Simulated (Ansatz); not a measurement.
## What a trial cell of PbO relaxes into

These are results of DFT PBE, scalar-relativistic, plane waves, PAW (Ansatz 0.2.0), not measurements. Cutoff 420 eV, Γ-centred k mesh, Gaussian smearing, no spin polarisation in the final step.

PbO was placed on the zinc blende structure type (F-43m, No. 216), with Pb in place of Zn, O in place of S, at a guessed volume.

```
Pb O
1.0
     0.00000    2.91862    2.91862
     2.91862    0.00000    2.91862
     2.91862    2.91862    0.00000
Pb O
1 1
Direct
  0.00000 0.00000 0.00000
  0.75000 0.75000 0.75000
```

Steps on the 6×6×6 mesh (2 atoms). 5 of 5 steps are shown, and the free energy counts from the last. Trial steps that were taken back and renewals of the plane-wave basis can be among the rows.

```csv
step,ΔF (meV/atom),V (Å³/atom),P (GPa)
1,33.8,24.86,-4.66
2,14.6,21.37,4.60
3,-1.5,22.97,-0.52
4,-2.1,22.79,-0.03
5,0.0,22.79,-0.20
```

A final relaxation ran on a 12×12×12 mesh. The relaxed crystal, F-43m (No. 216):

```
Pb O
1.0
     0.00000    2.83208    2.83208
     2.83208    0.00000    2.83208
     2.83208    2.83208    0.00000
Pb O
1 1
Direct
  0.00000 0.00000 0.00000
  0.75000 0.75000 0.75000
```

```
Volume per atom          : 22.72 Å³
Density                  : 8.16 g/cm³
Energy over the elements : -0.891 eV/atom
Gap on the 12×12×12 mesh : 0.52 eV
```

The zero of energy is the elements' standard structures at the same level (O₂ as a molecule); no fitted shifts are applied.

The final run used a 12×12×12 mesh on its 2-atom cell and 0.02 eV smearing. Spin–orbit coupling is left out.

A structure relaxed within its symmetry needn't be a true minimum.

Cost: 3 runs of about 0.51 core-minutes in all, on Arm Neoverse V1 (shared hosts).